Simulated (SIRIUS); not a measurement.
# ZnS (F-43m) in SIRIUS: equation of state

How stiff is ZnS in PBEsol, and what volume does it want? The cell is scaled to several volumes.

All numbers are computed with SIRIUS 7.10.0; they aren't measurements. Logs are shortened: lines on timing, memory, paths and dates and some standing lists are left out, and cuts for length are marked. The log counts tension as positive stress, the text compression.

**Experimental background.**

“Electronic, vibrational, and thermodynamic properties of ZnS (zincblende and rocksalt structure)”, 2009, arxiv:0911.5022 quotes, for a bulk crystal of ZnS: bulk modulus 76.9 GPa.

The results are compared with them further down.

## (1) Starting point

The structure is cubic, space group F-43m (No. 216). Conventional cell: a = 5.404 Å, b = 5.404 Å, c = 5.404 Å, α = 90.00°, β = 90.00°, γ = 90.00°. Around Zn (site symmetry -43m) lie 4 S at 2.34 Å. S (site symmetry -43m) has 4 Zn at 2.34 Å as nearest neighbours.

## (2) Single point, PBEsol, 18.54 Å³/atom (volume scaled by 0.94)

Input file sirius.json:

```json
{
  "control": {
    "processing_unit": "cpu",
    "verbosity": 2,
    "num_bands_to_print": 21,
    "print_forces": true,
    "print_stress": true
  },
  "parameters": {
    "electronic_structure_method": "pseudopotential",
    "xc_functionals": ["XC_GGA_X_PBE_SOL", "XC_GGA_C_PBE_SOL"],
    "gk_cutoff": 9.2,
    "pw_cutoff": 18.4,
    "ngridk": [9, 9, 9],
    "shiftk": [0, 0, 0],
    "smearing": "fermi_dirac",
    "smearing_width": 0.0018374661,
    "num_bands": 21,
    "num_mag_dims": 0,
    "num_dft_iter": 100,
    "energy_tol": 1e-08,
    "density_tol": 1e-06
  },
  "iterative_solver": {
    "type": "davidson",
    "min_tolerance": 1e-09,
    "tolerance_scale": [0.1, 0.25]
  },
  "mixer": {
    "type": "anderson",
    "beta": 0.7,
    "max_history": 8
  },
  "settings": {
    "tol_ne": 1e-10,
    "pseudo_grid_cutoff": 6.5
  },
  "unit_cell": {
    "lattice_vectors": [
      [0.0, 5.001805843421, 5.001805843421],
      [5.001805843421, 0.0, 5.001805843421],
      [5.001805843421, 5.001805843421, 0.0]
    ],
    "atom_coordinate_units": "lattice",
    "atom_types": ["Zn", "S"],
    "atom_files": {
      "Zn": "Zn.json",
      "S": "S.json"
    },
    "atoms": {
      "Zn": [
        [0.75, 0.75, 0.75]
      ],
      "S": [
        [0.0, 0.0, 0.0]
      ]
    }
  }
}
```

Potentials or basis: PseudoDojo 0.4.1 PBEsol standard (scalar relativistic).

The run is started by

```
upf_to_json Zn.upf
upf_to_json S.upf
OMP_NUM_THREADS=1 sirius.scf --input=sirius.json --output=out.json --task=0
```

The program printed:

```text
[info] SIRIUS version : 7.10.0
[info] number of MPI ranks           : 1
[info] MPI grid                      : 1 1
[info] maximum number of OMP threads : 1
[fft] FFT context for density and potential
[fft] =====================================
[fft]   comm size                             : 1
[fft]   plane wave cutoff                     : 18.4
[fft]   grid size                             : 45 45 45   total : 91125
[fft]   grid limits                           : -22 22   -22 22   -22 22
[fft]   number of G-vectors within the cutoff : 13151
[fft]   local number of G-vectors             : 13151
[fft]   number of G-shells                    : 722
[fft] FFT context for coarse grid
[fft] =====================================
[fft]   comm size                             : 1
[fft]   plane wave cutoff                     : 18.4
[fft]   grid size                             : 45 45 45   total : 91125
[fft]   grid limits                           : -22 22   -22 22   -22 22
[fft]   number of G-vectors within the cutoff : 13151
[fft]   local number of G-vectors             : 13151
[fft]   number of G-shells                    : 722
[unit cell] lattice vectors
[unit cell]   a1 :       0.0000000000      5.0018058434      5.0018058434
[unit cell]   a2 :       5.0018058434      0.0000000000      5.0018058434
[unit cell]   a3 :       5.0018058434      5.0018058434      0.0000000000
[unit cell] reciprocal lattice vectors
[unit cell]   b1 :      -0.6280916837      0.6280916837      0.6280916837
[unit cell]   b2 :       0.6280916837     -0.6280916837      0.6280916837
[unit cell]   b3 :       0.6280916837      0.6280916837     -0.6280916837
[unit cell] unit cell volume :       250.27097436 [a.u.^3]
[unit cell] 1/sqrt(omega)    :         0.06321131
[unit cell] MT volume        :         0.00000000 ( 0.00%)
[unit cell] IT volume        :       250.27097436 (100.00%)
[unit cell] number of atom types : 2
[unit cell] type id : 0 symbol : Zn mt_radius :  13.110000 num_atoms : 1
[unit cell] type id : 1 symbol :  S mt_radius :  11.450000 num_atoms : 1
[unit cell] total number of atoms : 2
[unit cell] number of symmetry classes : 2
[unit cell] number of PAW atoms : 0
[unit cell] atom id  type id  class id             position                      vector_field
[unit cell] ------------------------------------------------------------------------------------------
[unit cell]      0        0        0      0.75000   0.75000   0.75000      0.00000   0.00000   0.00000
[unit cell]      1        1        1      0.00000   0.00000   0.00000      0.00000   0.00000   0.00000
[unit cell] atom id         position (Cartesian, a.u.)
[unit cell] ---------------------------------------------
[unit cell]      0       7.502709    7.502709    7.502709
[unit cell]      1       0.000000    0.000000    0.000000
[unit cell] class id : 0 atom id : 0
[unit cell] class id : 1 atom id : 1
[unit cell] minimum bond length:     4.331691
[unit cell] total number of pseudo wave-functions: 14
[sym] space group number   : 216
[sym] international symbol : F-43m
[sym] Hall symbol          : F -4 2 3
[sym] space group transformation matrix :
[sym]   0.0000  0.5000  0.5000
[sym]  -0.5000 -0.5000  0.0000
[... 266 lines left out ...]
[find] | SCF iteration   9 out of 100|
[diagonalize] iterative solver tolerance (occupied, empty): 1.072e-08 1.072e-08
[diagonalize] average number of iterations: 2.65714
[find] Total energy                   :    -219.99332497 (Ha),    -439.98664994 (Ry)
[find] Free energy (E-TS)             :    -219.99332497 (Ha),    -439.98664994 (Ry)
[find] band gap (eV)                  :       2.24188041
[find] Efermi                         :       0.34197086
[find] iteration : 9, RMS : 7.322860019946e-07, energy difference : -7.239009391924e-10
[find] Hartree energy of density residual : 3.943129440705e-11
[find] bands are converged : true
[find] iterative solver converged : false
[find] +------------------------------+
[find] | SCF iteration  10 out of 100|
[find] +------------------------------+
[diagonalize] iterative solver tolerance (occupied, empty): 2.68e-09 2.68e-09
[diagonalize] average number of iterations: 2.91429
[diagonalize] Lowest band energies
[diagonalize] ik:    0   -4.285773   -2.607246   -2.607246   -2.607246   -0.201023    0.055227    0.055227    0.055227    0.076389    0.076389    0.298997    0.298997    0.298997    0.381385    0.527751    0.527751    0.527751    0.726381    0.726381    0.740223    0.834163
[diagonalize] ik:    1   -4.285773   -2.607247   -2.607246   -2.607246   -0.197176    0.055018    0.055934    0.055934    0.076319    0.076319    0.262707    0.294055    0.294055    0.407671    0.525330    0.536003    0.536003    0.706996    0.706996    0.765216    0.812769
[diagonalize] ik:    2   -4.285772   -2.607250   -2.607246   -2.607246   -0.186724    0.055497    0.057593    0.057593    0.076355    0.076355    0.202916    0.282707    0.282707    0.428165    0.544137    0.550191    0.550191    0.693917    0.693917    0.752174    0.867914
[diagonalize] ik:    3   -4.285772   -2.607253   -2.607247   -2.607247   -0.173292    0.059150    0.059150    0.059902    0.076885    0.076885    0.146303    0.271235    0.271235    0.425827    0.552456    0.552456    0.589444    0.720343    0.720343    0.733279    0.944702
[diagonalize] ik:    4   -4.285772   -2.607255   -2.607247   -2.607247   -0.163343    0.059916    0.059916    0.073316    0.077584    0.077584    0.101939    0.264318    0.264318    0.421055    0.548056    0.548056    0.622208    0.743441    0.772869    0.772869    0.888273
[diagonalize] ...
[diagonalize] ik:   30   -4.285772   -2.607253   -2.607251   -2.607249   -0.152003    0.059680    0.064650    0.073760    0.076007    0.088718    0.114301    0.180560    0.225903    0.479058    0.529042    0.584761    0.643145    0.694786    0.775078    0.861134    0.908245
[diagonalize] ik:   31   -4.285772   -2.607253   -2.607251   -2.607248   -0.157161    0.060244    0.062279    0.069702    0.076737    0.080351    0.133461    0.186245    0.240435    0.493048    0.525083    0.549858    0.643827    0.686274    0.771105    0.869236    0.901980
[diagonalize] ik:   32   -4.285772   -2.607254   -2.607250   -2.607249   -0.150241    0.054527    0.067690    0.069770    0.078717    0.085571    0.125446    0.198214    0.204759    0.442989    0.471182    0.640985    0.696357    0.737685    0.815258    0.840622    0.857358
[diagonalize] ik:   33   -4.285772   -2.607254   -2.607251   -2.607249   -0.148873    0.057604    0.067336    0.071532    0.077269    0.091659    0.117562    0.177865    0.208740    0.460693    0.509688    0.626545    0.638141    0.740624    0.787856    0.855728    0.889771
[diagonalize] ik:   34   -4.285772   -2.607253   -2.607252   -2.607249   -0.149469    0.059587    0.066164    0.072706    0.075655    0.090971    0.119517    0.180144    0.201454    0.498315    0.522236    0.570200    0.628272    0.741921    0.803692    0.853493    0.880896
[find] Charges and magnetic moments
[find] --------------------------------------------------------------------------------
[find] total charge          : 26.000000
[find] Energy
[find] --------------------------------------------------------------------------------
[find] valence_eval_sum               :     -22.64198103
[find] <rho|V^{XC}>                   :     -28.25244081
[find] <rho|E^{XC}>                   :     -25.43637649
[find] <mag|B^{XC}>                   :       0.00000000
[find] <rho|V^{H}>                    :     181.26748559
[find] one-electron contribution      :    -175.65702581 (Ha),    -351.31405162 (Ry)
[find] hartree contribution           :      90.63374280
[find] xc contribution                :     -25.43637649
[find] ewald contribution             :    -109.53366473
[find] PAW contribution               :       0.00000000
[find] smearing (-TS)                 :      -0.00000000
[find] SCF correction                 :      -0.00000074
[find] Total energy                   :    -219.99332497 (Ha),    -439.98664994 (Ry)
[find] Free energy (E-TS)             :    -219.99332497 (Ha),    -439.98664994 (Ry)
[find] band gap (eV)                  :       2.24188054
[find] Efermi                         :       0.34197127
[find] iteration : 10, RMS : 7.726752078331e-08, energy difference : -1.676880856394e-10
[find] Hartree energy of density residual : 3.364016069616e-13
[find] bands are converged : true
[find] iterative solver converged : true
[find] converged after 11 SCF iterations!
[find] Charges and magnetic moments
[find] --------------------------------------------------------------------------------
[find] total charge          : 26.000000
[find] Energy
[find] --------------------------------------------------------------------------------
[find] valence_eval_sum               :     -22.64198103
[find] <rho|V^{XC}>                   :     -28.25244081
[find] <rho|E^{XC}>                   :     -25.43637649
[find] <mag|B^{XC}>                   :       0.00000000
[find] <rho|V^{H}>                    :     181.26748559
[find] one-electron contribution      :    -175.65702581 (Ha),    -351.31405162 (Ry)
[find] hartree contribution           :      90.63374280
[find] xc contribution                :     -25.43637649
[find] ewald contribution             :    -109.53366473
[find] PAW contribution               :       0.00000000
[find] smearing (-TS)                 :      -0.00000000
[find] SCF correction                 :      -0.00000074
[find] Total energy                   :    -219.99332497 (Ha),    -439.98664994 (Ry)
[find] Free energy (E-TS)             :    -219.99332497 (Ha),    -439.98664994 (Ry)
[find] band gap (eV)                  :       2.24188054
[find] Efermi                         :       0.34197127
[ground_state] === stress tensor components [kbar] ===
[ground_state] === stress_kin ===
[ground_state] -75418.884600    0.000000    0.000000
[ground_state]     0.000000-75418.884600   -0.000000
[ground_state]     0.000000   -0.000000-75418.884600
[ground_state] === stress_har ===
[ground_state] -35515.324037    0.000000    0.000000
[ground_state]     0.000000-35515.324037   -0.000000
[ground_state]     0.000000   -0.000000-35515.324037
[ground_state] === stress_ewald ===
[ground_state] 42921.361025   -0.000000    0.000000
[ground_state]    -0.00000042921.361025    0.000000
[ground_state]     0.000000    0.00000042921.361025
[ground_state] === stress_vloc ===
[ground_state] 23017.272684   -0.000000    0.000000
[ground_state]    -0.00000023017.272684    0.000000
[ground_state]     0.000000    0.00000023017.272684
[ground_state] === stress_xc ===
[ground_state]  3475.076249   -0.000000   -0.000000
[ground_state]    -0.000000 3475.076249    0.000000
[ground_state]    -0.000000    0.000000 3475.076249
[ground_state] === stress_core ===
[ground_state]  5527.499799   -0.000000    0.000000
[ground_state]    -0.000000 5527.499799    0.000000
[ground_state]     0.000000    0.000000 5527.499799
[ground_state] === stress_nonloc ===
[ground_state] 35963.547559   -0.000000    0.000000
[ground_state]    -0.00000035963.547559    0.000000
[ground_state]     0.000000    0.00000035963.547559
[ground_state] === stress_us_nl ===
[ground_state] 35963.547559   -0.000000    0.000000
[ground_state]    -0.00000035963.547559    0.000000
[ground_state]     0.000000    0.00000035963.547559
[ground_state] === stress_total ===
[ground_state]   -29.451320   -0.000000   -0.000000
[ground_state]    -0.000000  -29.451320    0.000000
[ground_state]    -0.000000    0.000000  -29.451320
[ground_state] ==== total Forces in Ha/bohr =====
[ground_state] atom:    0, force:       0.0000000      0.0000000      0.0000000
[ground_state] atom:    1, force:       0.0000000      0.0000000     -0.0000000
[ground_state] ==== ultrasoft contribution from Qij =====
[ground_state] atom:    0, force:       0.0000000      0.0000000      0.0000000
[... 7 lines left out ...]
[ground_state] ==== contribution from core density =====
[ground_state] atom:    0, force:       0.0000000      0.0000000      0.0000000
[ground_state] atom:    1, force:       0.0000000      0.0000000     -0.0000000
[ground_state] ==== Ewald forces from ions =====
[ground_state] atom:    0, force:       0.0000000      0.0000000      0.0000000
[ground_state] atom:    1, force:       0.0000000      0.0000000      0.0000000
[~DFT_ground_state] local op. applied: 19371
[~DFT_ground_state] evp. work count: 3686.66
[~DFT_ground_state] number of iterative solver steps: 1295
```

It took 65 s on 1 thread of Arm Neoverse V1, shared host; peak memory 0.41 GiB.

Results:

```yaml
Free_energy: -5986.3233 eV
Pressure: 2.9 GPa
Band_gap_on_the_k_mesh: 2.24 eV
```

Caveat: an odd mesh through Γ misses points on the zone boundary, where band edges often lie.

## (3) Single point, PBEsol, 18.94 Å³/atom (volume scaled by 0.96)

sirius.json, as its differences from that of step 2:

```diff
@@ -39,5 +39,5 @@
     "lattice_vectors": [
-      [0.0, 5.001805843421, 5.001805843421],
-      [5.001805843421, 0.0, 5.001805843421],
-      [5.001805843421, 5.001805843421, 0.0]
+      [0.0, 5.037030988828, 5.037030988828],
+      [5.037030988828, 0.0, 5.037030988828],
+      [5.037030988828, 5.037030988828, 0.0]
     ],
```

Potentials or basis: PseudoDojo 0.4.1 PBEsol standard (scalar relativistic).

The run is started by

```
upf_to_json Zn.upf
upf_to_json S.upf
OMP_NUM_THREADS=1 sirius.scf --input=sirius.json --output=out.json --task=0
```

Wall time 65 s (1 thread of Arm Neoverse V1, shared host); peak memory 0.41 GiB.

It converged, with:

| Quantity | Value |
| --- | --- |
| Free energy | -5986.3332 eV |
| Pressure | 1.1 GPa |
| Band gap on the k mesh | 2.15 eV |

Caveat: an odd mesh through Γ misses points on the zone boundary, where band edges often lie.

## (4) Single point, PBEsol, 19.33 Å³/atom (volume scaled by 0.98)

sirius.json, as its differences from that of step 3:

```diff
@@ -39,5 +39,5 @@
     "lattice_vectors": [
-      [0.0, 5.037030988828, 5.037030988828],
-      [5.037030988828, 0.0, 5.037030988828],
-      [5.037030988828, 5.037030988828, 0.0]
+      [0.0, 5.071770231413, 5.071770231413],
+      [5.071770231413, 0.0, 5.071770231413],
+      [5.071770231413, 5.071770231413, 0.0]
     ],
```

The run is started by

```
upf_to_json Zn.upf
upf_to_json S.upf
OMP_NUM_THREADS=1 sirius.scf --input=sirius.json --output=out.json --task=0
```

It took 67 s on 1 thread of Arm Neoverse V1, shared host; peak memory 0.42 GiB.

It converged, with:

| Quantity | Value |
| --- | --- |
| Free energy | -5986.3345 eV |
| Pressure | -0.6 GPa |
| Band gap on the k mesh | 2.06 eV |

Caveat: an odd mesh through Γ misses points on the zone boundary, where band edges often lie.

## (5) Single point, PBEsol, 20.12 Å³/atom (volume scaled by 1.02)

sirius.json, as its differences from that of step 4:

```diff
@@ -39,5 +39,5 @@
     "lattice_vectors": [
-      [0.0, 5.071770231413, 5.071770231413],
-      [5.071770231413, 0.0, 5.071770231413],
-      [5.071770231413, 5.071770231413, 0.0]
+      [0.0, 5.139855808527, 5.139855808527],
+      [5.139855808527, 0.0, 5.139855808527],
+      [5.139855808527, 5.139855808527, 0.0]
     ],
```

The run is started by

```
upf_to_json Zn.upf
upf_to_json S.upf
OMP_NUM_THREADS=1 sirius.scf --input=sirius.json --output=out.json --task=0
```

It took 69 s on 1 thread of Arm Neoverse V1, shared host; peak memory 0.43 GiB.

Results (log left out):

| Property | Result |
| --- | --- |
| Free energy | -5986.3148 eV |
| Pressure | -3.3 GPa |
| Band gap on the k mesh | 1.89 eV |

Caveat: an odd mesh through Γ misses points on the zone boundary, where band edges often lie.

## (6) Single point, PBEsol, 20.52 Å³/atom (volume scaled by 1.04)

sirius.json, as its differences from that of step 5:

```diff
@@ -39,5 +39,5 @@
     "lattice_vectors": [
-      [0.0, 5.139855808527, 5.139855808527],
-      [5.139855808527, 0.0, 5.139855808527],
-      [5.139855808527, 5.139855808527, 0.0]
+      [0.0, 5.173232430831, 5.173232430831],
+      [5.173232430831, 0.0, 5.173232430831],
+      [5.173232430831, 5.173232430831, 0.0]
     ],
```

Potentials or basis: PseudoDojo 0.4.1 PBEsol standard (scalar relativistic).

The run is started by

```
upf_to_json Zn.upf
upf_to_json S.upf
OMP_NUM_THREADS=1 sirius.scf --input=sirius.json --output=out.json --task=0
```

Run time: 70 s. Hardware: 1 thread of Arm Neoverse V1, shared host; peak memory 0.43 GiB.

Results (log left out):

| Quantity | Value |
| --- | --- |
| Free energy | -5986.2954 eV |
| Pressure | -4.5 GPa |
| Band gap on the k mesh | 1.81 eV |

Caveat: an odd mesh through Γ misses points on the zone boundary, where band edges often lie.

## (7) Single point, PBEsol, 20.91 Å³/atom (volume scaled by 1.06)

sirius.json, as its differences from that of step 6:

```diff
@@ -39,5 +39,5 @@
     "lattice_vectors": [
-      [0.0, 5.173232430831, 5.173232430831],
-      [5.173232430831, 0.0, 5.173232430831],
-      [5.173232430831, 5.173232430831, 0.0]
+      [0.0, 5.206183844347, 5.206183844347],
+      [5.206183844347, 0.0, 5.206183844347],
+      [5.206183844347, 5.206183844347, 0.0]
     ],
```

The run is started by

```
upf_to_json Zn.upf
upf_to_json S.upf
OMP_NUM_THREADS=1 sirius.scf --input=sirius.json --output=out.json --task=0
```

Wall time 69 s (1 thread of Arm Neoverse V1, shared host); peak memory 0.46 GiB.

The run converged. Its results:

```
Free energy            : -5986.2705 eV
Pressure               : -5.6 GPa
Band gap on the k mesh : 1.73 eV
```

Caveat: an odd mesh through Γ misses points on the zone boundary, where band edges often lie.

## (8) Equation of state, PBEsol

Potentials or basis: PseudoDojo 0.4.1 PBEsol standard (scalar relativistic).

No new run: the results of the series are fitted here.

Results:

```
Equilibrium volume                      : 19.20 Å³/atom
Bulk modulus                            : 79 GPa
Pressure derivative of the bulk modulus : 4.5
```

Energy against volume, from the lowest point:
```csv
volume (Å³/atom),energy (meV/atom)
18.543,5.58
18.938,0.64
19.332,0.00
19.727,3.20
20.121,9.85
20.516,19.56
20.910,32.02
```

## (9) How close it comes

Step 8. Measured bulk modulus of ZnS: 76.9 GPa (quoted in “Electronic, vibrational, and thermodynamic properties of ZnS (zincblende and rocksalt structure)”, 2009, arxiv:0911.5022). This calculation gives 79 GPa (+2.6 %). The fit is for a static lattice scaled at fixed shape and fixed fractional positions.
